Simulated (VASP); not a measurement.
The system is ZnSe (Stilleite).

```xyz
2
Lattice="0.0000 2.8207 2.8207 2.8207 0.0000 2.8207 2.8207 2.8207 0.0000" Properties=species:S:1:pos:R:3 pbc="T T T"
Zn    0.0000    0.0000    0.0000
Se    1.4103    1.4103    1.4103
```

Base run:

| Quantity | Value |
| --- | --- |
| Program | VASP 6.6.1 |
| Functional | PBE |
| Potentials or basis | VASP PAW PBE potentials, release 64 (Zn, Se) |
| Cutoff | 520 eV |
| k mesh | 8 × 8 × 8 |
| Occupations | gaussian, width 0.03 eV |
| Spin | no spin polarisation |

Its results: band gap on the k mesh 1.35 eV, direct.

**Question.** After a change of settings the same cell gave: band gap on the k mesh 2.82 eV, direct. Which change was it?
A. functional from PBE to TB-mBJ
B. further incar settings from ALGO = Normal; EDIFF = 1e-06 to ALGO = Normal; EDIFF = 1e-06; NBANDS = 41
C. functional from PBE to r2SCAN
D. functional from PBE to LDA; potentials or basis from VASP PAW PBE potentials, release 64 (Zn, Se) to VASP PAW LDA potentials, release 64 (Zn, Se)

**Answer.** A.
